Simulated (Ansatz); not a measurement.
# SiC: the cost of one run

Computed with Ansatz 0.2.0 (DFT r²SCAN, frozen-core PAW, scalar-relativistic unless said, unless a step's input says otherwise).

3 further runs of the same task are left out: 3 set aside as unsound or not needed.

**1. The system as given**

The structure is hexagonal, space group P6_3mc (No. 186). Conventional cell: a = 3.076 Å, b = 3.076 Å, c = 5.048 Å, α = 90.00°, β = 90.00°, γ = 120.00°. Si (site symmetry 3m) has 4 C at 1.87 to 1.94 Å as nearest neighbours. C (site symmetry 3m) is surrounded by 4 Si at 1.87 to 1.94 Å.

Structure file:

```
CELL_PARAMETERS angstrom
3.07600 0.00000 0.00000
-1.53800 2.66389 0.00000
0.00000 0.00000 5.04800
ATOMIC_POSITIONS crystal
Si 0.33333 0.66667 0.00000
Si 0.66667 0.33333 0.50000
C 0.33333 0.66667 0.38500
C 0.66667 0.33333 0.88500
```

Cartesian axes are those of the input's lattice vectors. The structure goes back to a database entry.

**2. Cell and atoms relaxed, PAW**

File input.yaml:

```yaml
crystal:
  lattice:
    - [3.07599999998, 0.0, 0.0]
    - [-1.53799999999, 2.66389414203, 0.0]
    - [0.0, 0.0, 5.048]
  atoms:
    - { symbol: Si, position: [0.333333333333, 0.666666666667, 0.0] }
    - { symbol: Si, position: [0.666666666667, 0.333333333333, 0.5] }
    - { symbol: C, position: [0.333333333333, 0.666666666667, 0.385] }
    - { symbol: C, position: [0.666666666667, 0.333333333333, 0.885] }
kpoints:
  mp_grid: { grid: [12, 12, 8] }
scf:
  occupations: { method: fermi_dirac, width: 0.1 }
hamiltonian:
  xc: r2scan
  pseudopotentials: { kind: paw }
relax:
  f_tol: 0.002
  max_steps: 80
  cell: {}
output:
  forces: true
  stress: true
```

Launch:

```sh
$ ansatz run input.yaml --threads 1 --pin off --max-ram 3072MiB --backend cpu --events-out ev --progress --plain --runs-dir out
```

What time and memory should one allow on 1 thread of Arm Neoverse V2, shared host?

About 50 s, with a peak of 0.46 GiB.
